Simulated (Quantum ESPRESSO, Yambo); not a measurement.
# LiH (Fm-3m): G0W0 in Yambo against the bands

Aim: move the bands of a G0W0 run on LiH (Fm-3m) over a wide range.

Method: PBE and many-body steps on it, plane waves, in Yambo 5.3.0.

The database entry behind the starting cell differs from later determinations by our own check (the deuteride, about 0.2 % short), so it need not match the best structure at ambient conditions.

## (1) Set-up

The structure is cubic, space group Fm-3m (No. 225). The conventional cell has a = 4.074 Å, b = 4.074 Å, c = 4.074 Å, α = 90.00°, β = 90.00°, γ = 90.00°. Nearest to Li lie 6 H at 2.04 Å. Nearest to H lie 6 Li at 2.04 Å. Farther neighbours are not listed.

Structure file:

```cif
data_structure
_symmetry_space_group_name_H-M 'P 1'
_symmetry_Int_Tables_number 1
_cell_length_a 2.8804
_cell_length_b 2.8804
_cell_length_c 2.8804
_cell_angle_alpha 60.000
_cell_angle_beta 60.000
_cell_angle_gamma 60.000
_cell_volume 16.90
loop_
_atom_site_label
_atom_site_type_symbol
_atom_site_fract_x
_atom_site_fract_y
_atom_site_fract_z
_atom_site_occupancy
Li1 Li 0.00000 0.00000 0.00000 1
H2 H 0.50000 0.50000 0.50000 1
```

The cell and positions come from the Crystallography Open Database and are kept as given unless a step says otherwise.

## (2) 13 bands

This step: Yambo 5.3.0; G0W0 on PBE, plane waves, norm-conserving pseudopotentials.

G0W0 replaces the xc potential by the self-energy, built once from these orbitals. Only a window of levels is corrected, while the sums run over the empty bands that the input names.

gw1.in

```
HF_and_locXC
gw0
dyson
ppa
em1d
rim_cut
RandQpts= 1000000
RandGvec= 1 RL
EXXRLvcs= 66 Ry
VXCRLvcs= 264 Ry
Chimod= "HARTREE"
% BndsRnXp
 1 | 13 |
%
NGsBlkXp= 15.5 Ry
% LongDrXp
 1 | 1 | 1 |
%
% GbndRnge
 1 | 13 |
%
DysSolver= "n"
ExtendOut
PPAPntXp= 27.21138 eV
% QPkrange
 7 | 7 | 1 | 4 |
 1 | 1 | 1 | 4 |
%
```

Command:

```bash
OMP_NUM_THREADS=1 mpirun -n 8 yambo -F gw1.in -J gw1 -C gw1 > gw1.log
```

The program printed:

```text
 Yambo, version 5.3.0

 [02] CORE Variables Setup
 =========================

  [... cell, symmetries and grids as in the set-up ...]

  [02.05] Energies & Occupations
  ==============================

  [X] === General ===
  [X] Electronic Temperature                        :  0.000000  0.000000 [eV K]
  [X] Bosonic    Temperature                        :  0.000000  0.000000 [eV K]
  [X] Finite Temperature mode                       : no
  [X] El. density                                   :  0.23671E+24 [cm-3]
  [X] Fermi Level                                   :  0.392907 [eV]

  [X] === Gaps and Widths ===
  [X] Conduction Band Min                           :  3.022039 [eV]
  [X] Valence Band Max                              :  0.000000 [eV]
  [X] Filled Bands                                  :  2
  [X] Empty Bands                                   :    3  201
  [X] Direct Gap                                    :  3.022039 [eV]
  [X] Direct Gap localized at k                     :   7
  [X] Indirect Gap                                  :  3.022039 [eV]
  [X] Indirect Gap between kpts                     :   7   7
  [X] Last valence band width                       :  5.253733 [eV]
  [X] 1st conduction band width                     :  12.45368 [eV]

 [03] Transferred momenta grid and indexing
 ==========================================

 IBZ Q-points                                      :   8
 BZ  Q-points                                      :   64

 K/Q-points units:
 rlu = crystal or reduced units; cc = cartesian coordinates; iku = interal k-units

 Q [1]          [rlu]:  0.000000  0.000000  0.000000
 Q [2]          [rlu]:  0.25023E-16 -0.27323E-17  0.25000
 Q [3]          [rlu]: -0.97931E-17 -0.97931E-17 -0.50000
 Q [4]          [rlu]:  0.25254E-17  0.25000      0.25000
 Q [5]          [rlu]:  0.62764E-17  0.25000      0.50000
 Q [6]          [rlu]: -0.97931E-17  0.25000     -0.25000
 Q [7]          [rlu]: -0.50507E-17 -0.50000     -0.50000
 Q [8]          [rlu]:  0.250000 -0.500000 -0.250000

 [04] Coloumb potential Random Integration (RIM)
 ===============================================

  [04.01] RIM initialization
  ==========================

  * Diagonal components only detected *

  8 x (sBL volume)        :  0.271900 [a.u.]
  sBZ random points       :  1000000
  Points outside the sBZ  :   7987327
  RL volume               :  2.175203 [a.u.]
  Integrated volume       :  2.178654 [a.u.]

  [04.02] RIM integrals
  =====================

  Gamma point sphere radius             :  0.117513 [a.u.]
  Points outside the sphere             :   799513
  [Int_sBZ(q=0) 1/q^2]*(Vol_sBZ)^(-1/3) =:  7.764325
                                 should be <:  7.795600

  Summary of Coulomb integrals for non-metallic bands |Q|[au] RIM/Bare

  Q [1] 0.100000E-4 0.995988 * Q [2] 0.353439 1.066317
  Q [4] 0.408116 1.065091 * Q [6] 0.577163 1.027759
  Q [5] 0.676783 1.020584 * Q [3] 0.706877 1.018268
  Q [7] 0.816231 1.014689 * Q [8] 0.912574 1.011648

 [WARNING] [Xp] User bands 1-13 break level degeneracy

 [05] Dipoles
 ============

  [05.01] Setup: observables and procedures
  =========================================

 [06] Dynamic Dielectric Matrix (PPA)
 ====================================

 [SLK-Inversion]  Pools        :  2
 [SLK-Inversion]  BLACS grid   :  2  2

 [WR./gw1//ndb.pp]---------------------------------------------------------------
  Brillouin Zone Q/K grids (IBZ/BZ)                :    8   64    8   64
  RL vectors                                       :  1411 [WF]
  Coulomb cutoff potential                         : none
  Electronic Temperature                           :  0.000000 [K]
  Bosonic    Temperature                           :  0.000000 [K]
  PPA    diel. fun.  energies                      : Perdew, Burke & Ernzerhof(X)+Perdew, Burke & Ernzerhof(C)
  wavefunctions                                    : Perdew, Burke & Ernzerhof(X)+Perdew, Burke & Ernzerhof(C)
  Global Gauge                                     : length
  X matrix size                                    :  169
  X band range                                     :   1  13
  X e/h energy range                               : -1.000000 -1.000000 [eV]
  X Time ordering                                  : R
  X Hxc Kernel                                     : HARTREE
  X Drude frequency                                :  0.000000  0.000000
  X poles                                          :  100.0000 [o/o]
  RL vectors in the sum                            :  1411
  [r,Vnl] included                                 : yes
  Field direction                                  :  0.577350E-5  0.577350E-5  0.577350E-5
  BZ energy Double Grid                            : no
  BZ energy DbGd points                            : 0
  BZ Q point size factor                           : -1.000000
  X Optical Averaged directions                    : none

 [07] Local Exchange-Correlation + Non-Local Fock
 ================================================

 [VXC] Plane waves :   8363
 [EXS] Plane waves :  1067

 QP @ state[ 1 ] K range:  1  1
 QP @ state[ 1 ] b range:   1   4
 QP @ state[ 2 ] K range:   7   7
 QP @ state[ 2 ] b range:   1   4

 [xc] Functional : Perdew, Burke & Ernzerhof(X)+Perdew, Burke & Ernzerhof(C)
 [xc] LIBXC used to calculate xc functional

 [xc] E_xc :  -2.053911 [Ha]
      E_xc :  -4.107821 [Ry]

  Local XC kind (lXC) : Perdew, Burke & Ernzerhof(X)+Perdew, Burke & Ernzerhof(C)
  Non-Local XC kind (nlXC) : Hartree-Fock

  Corrections @ K [1] :  [eV]
 <1|nlXC|1> = -39.57183 -0.40338E-16 <1|lXC|1> = -25.62472 -0.38001E-15
 <2|nlXC|2> = -15.46464 -0.30340E-16 <2|lXC|2> = -9.916689 -0.49055E-19
 <3|nlXC|3> = -4.681092  0.48624E-17 <3|lXC|3> = -11.72368  0.18876E-15
 <4|nlXC|4> = -2.441032 -0.11792E-18 <4|lXC|4> = -8.959286  0.56644E-15

  Corrections @ K [7] :  [eV]
 <1|nlXC|1> = -39.63252  0.11298E-16 <1|lXC|1> = -25.70721  0.19064E-15
 <2|nlXC|2> = -14.58667 -0.11841E-16 <2|lXC|2> = -11.31729  0.18881E-15
 <3|nlXC|3> = -3.557241  0.10215E-16 <3|lXC|3> = -7.636505  0.28322E-15
 <4|nlXC|4> = -2.661697  0.12106E-17 <4|lXC|4> = -8.228247  0.47212E-16

 [08] Dyson equation: Newton solver
 ==================================

  [08.01] G0W0 (W PPA)
  ====================

  [  GW  ] Bands range     :   1  13
  [GW/PPA] G damping       :  0.100000 [eV]

  QP @ state[ 1 ] K range:  1  1
  QP @ state[ 1 ] b range:   1   4
  QP @ state[ 2 ] K range:   7   7
  QP @ state[ 2 ] b range:   1   4

   Sc/G bands                                       :   1  13
   Sc/G damping                                     :  0.100000 ev
   Sc bands terminator                              : no
   Sx RL components                                 :  1067

   QP @ state[ 1 ] K range                          :  1  1
   QP @ state[ 1 ] b range                          :   1   4
   QP @ state[ 2 ] K range                          :   7   7
   QP @ state[ 2 ] b range                          :   1   4
   GF energies kind                                 : Perdew, Burke & Ernzerhof(X)+Perdew, Burke & Ernzerhof(C)
   GF WF`s kind                                     : Perdew, Burke & Ernzerhof(X)+Perdew, Burke & Ernzerhof(C)
   Xs energies kind                                 : Perdew, Burke & Ernzerhof(X)+Perdew, Burke & Ernzerhof(C)
   Xs WF`s kind                                     : Perdew, Burke & Ernzerhof(X)+Perdew, Burke & Ernzerhof(C)

 [11] Game Over & Game summary
```

It took 4.1 s on 8 MPI ranks of Arm Neoverse V1, shared host; peak memory 1.9 GiB.

Numbers from this step:

```
G0W0 gap on the points computed              : 4.671 eV
starting gap on the mesh                     : 3.022 eV
k of the valence top                         : 0, -0.5, -0.5
k of the conduction bottom                   : 0, -0.5, -0.5
least direct G0W0 gap on the computed points : 4.671 eV
Z at the valence top                         : 0.7779
Z at the conduction bottom                   : 0.8146
```

The gap on the mesh goes from 3.02 eV to 4.67 eV, a correction of +1.65 eV.

## (3) 26 bands

gw2.in, as its differences from gw1.in of step 2:

```diff
@@ -12,3 +12,3 @@
 % BndsRnXp
- 1 | 13 |
+ 1 | 26 |
 %
@@ -19,3 +19,3 @@
 % GbndRnge
- 1 | 13 |
+ 1 | 26 |
 %
```

Command:

```bash
OMP_NUM_THREADS=1 mpirun -n 8 yambo -F gw2.in -J gw2 -C gw2 > gw2.log
```

The program printed:

```text
 Yambo, version 5.3.0

 [02] CORE Variables Setup
 =========================

  [... cell, symmetries and grids as in the set-up ...]

  [02.05] Energies & Occupations
  ==============================

  [X] === General ===
  [X] Electronic Temperature                        :  0.000000  0.000000 [eV K]
  [X] Bosonic    Temperature                        :  0.000000  0.000000 [eV K]
  [X] Finite Temperature mode                       : no
  [X] El. density                                   :  0.23671E+24 [cm-3]
  [X] Fermi Level                                   :  0.392907 [eV]

  [X] === Gaps and Widths ===
  [X] Conduction Band Min                           :  3.022039 [eV]
  [X] Valence Band Max                              :  0.000000 [eV]
  [X] Filled Bands                                  :  2
  [X] Empty Bands                                   :    3  201
  [X] Direct Gap                                    :  3.022039 [eV]
  [X] Direct Gap localized at k                     :   7
  [X] Indirect Gap                                  :  3.022039 [eV]
  [X] Indirect Gap between kpts                     :   7   7
  [X] Last valence band width                       :  5.253733 [eV]
  [X] 1st conduction band width                     :  12.45368 [eV]

 [03] Transferred momenta grid and indexing
 ==========================================

 IBZ Q-points                                      :   8
 BZ  Q-points                                      :   64

 K/Q-points units:
 rlu = crystal or reduced units; cc = cartesian coordinates; iku = interal k-units

 Q [1]          [rlu]:  0.000000  0.000000  0.000000
 Q [2]          [rlu]:  0.25023E-16 -0.27323E-17  0.25000
 Q [3]          [rlu]: -0.97931E-17 -0.97931E-17 -0.50000
[...]
QP @ state[ 1 ] b range:   1   4
 QP @ state[ 2 ] K range:   7   7
 QP @ state[ 2 ] b range:   1   4

 [xc] Functional : Perdew, Burke & Ernzerhof(X)+Perdew, Burke & Ernzerhof(C)
 [xc] LIBXC used to calculate xc functional

 [xc] E_xc :  -2.053911 [Ha]
      E_xc :  -4.107821 [Ry]

  Local XC kind (lXC) : Perdew, Burke & Ernzerhof(X)+Perdew, Burke & Ernzerhof(C)
  Non-Local XC kind (nlXC) : Hartree-Fock

  Corrections @ K [1] :  [eV]
 <1|nlXC|1> = -39.57183 -0.40338E-16 <1|lXC|1> = -25.62472 -0.38001E-15
 <2|nlXC|2> = -15.46464 -0.30340E-16 <2|lXC|2> = -9.916689 -0.49055E-19
 <3|nlXC|3> = -4.681092  0.48624E-17 <3|lXC|3> = -11.72368  0.18876E-15
[...]
Corrections @ K [7] :  [eV]
[...]
<3|nlXC|3> = -3.557241  0.10215E-16 <3|lXC|3> = -7.636505  0.28322E-15
 <4|nlXC|4> = -2.661697  0.12106E-17 <4|lXC|4> = -8.228247  0.47212E-16

 [08] Dyson equation: Newton solver
 ==================================

  [08.01] G0W0 (W PPA)
  ====================

  [  GW  ] Bands range     :   1  26
  [GW/PPA] G damping       :  0.100000 [eV]

  QP @ state[ 1 ] K range:  1  1
  QP @ state[ 1 ] b range:   1   4
  QP @ state[ 2 ] K range:   7   7
  QP @ state[ 2 ] b range:   1   4

   Sc/G bands                                       :   1  26
   Sc/G damping                                     :  0.100000 ev
   Sc bands terminator                              : no
   Sx RL components                                 :  1067

   QP @ state[ 1 ] K range                          :  1  1
   QP @ state[ 1 ] b range                          :   1   4
   QP @ state[ 2 ] K range                          :   7   7
   QP @ state[ 2 ] b range                          :   1   4
   GF energies kind                                 : Perdew, Burke & Ernzerhof(X)+Perdew, Burke & Ernzerhof(C)
   GF WF`s kind                                     : Perdew, Burke & Ernzerhof(X)+Perdew, Burke & Ernzerhof(C)
   Xs energies kind                                 : Perdew, Burke & Ernzerhof(X)+Perdew, Burke & Ernzerhof(C)
   Xs WF`s kind                                     : Perdew, Burke & Ernzerhof(X)+Perdew, Burke & Ernzerhof(C)

 [11] Game Over & Game summary
```

The job ended after 4.9 s (8 MPI ranks; peak memory 2.1 GiB; 31 s of CPU time).

Numbers from this step:

| Item | Value |
| --- | --- |
| G0W0 gap on the points computed | 4.755 eV |
| starting gap on the mesh | 3.022 eV |
| k of the valence top | 0, -0.5, -0.5 |
| k of the conduction bottom | 0, -0.5, -0.5 |
| least direct G0W0 gap on the computed points | 4.755 eV |
| Z at the valence top | 0.7772 |
| Z at the conduction bottom | 0.8135 |

Against the run before, the gap moves by +0.085 eV.

## (4) 52 bands

gw3.in, as its differences from gw2.in of step 3:

```diff
@@ -12,3 +12,3 @@
 % BndsRnXp
- 1 | 26 |
+ 1 | 52 |
 %
@@ -19,3 +19,3 @@
 % GbndRnge
- 1 | 26 |
+ 1 | 52 |
 %
```

Command:

```bash
OMP_NUM_THREADS=1 mpirun -n 8 yambo -F gw3.in -J gw3 -C gw3 > gw3.log
```

The program printed:

```text
 Yambo, version 5.3.0

 [02] CORE Variables Setup
 =========================

  [... cell, symmetries and grids as in the set-up ...]

  [02.05] Energies & Occupations
  ==============================

  [X] === General ===
  [X] Electronic Temperature                        :  0.000000  0.000000 [eV K]
  [X] Bosonic    Temperature                        :  0.000000  0.000000 [eV K]
  [X] Finite Temperature mode                       : no
  [X] El. density                                   :  0.23671E+24 [cm-3]
[...]
QP @ state[ 1 ] b range                          :   1   4
   QP @ state[ 2 ] K range                          :   7   7
   QP @ state[ 2 ] b range                          :   1   4
   GF energies kind                                 : Perdew, Burke & Ernzerhof(X)+Perdew, Burke & Ernzerhof(C)
   GF WF`s kind                                     : Perdew, Burke & Ernzerhof(X)+Perdew, Burke & Ernzerhof(C)
   Xs energies kind                                 : Perdew, Burke & Ernzerhof(X)+Perdew, Burke & Ernzerhof(C)
   Xs WF`s kind                                     : Perdew, Burke & Ernzerhof(X)+Perdew, Burke & Ernzerhof(C)

 [11] Game Over & Game summary
```

Run time: 6.9 s. Hardware: 8 MPI ranks; peak memory 2.1 GiB.

Numbers from this step:

```yaml
g0w0_gap_on_the_points_computed: 4.827 eV
starting_gap_on_the_mesh: 3.022 eV
k_of_the_valence_top: 0, -0.5, -0.5
k_of_the_conduction_bottom: 0, -0.5, -0.5
least_direct_g0w0_gap_on_the_computed_points: 4.827 eV
```

Against the run before, the gap moves by +0.072 eV.

[end of part 1 of 2]

[Paths, hosts, dates, memory and timing lines, banners, echoed tables and standing remarks are left out of the program output.]

[Logs are printed without paths, hosts, clocks, repeated set-up lines and the standing remarks that a program may print on its own settings, such as how far it seeks lower states.]

[Runs of the session that timed out or met a known fault of the program may be left out.]

[Hosts, paths, dates, database ids (printed as entryN), source tags and the programs' standing remarks are cut or masked in the printed files.]
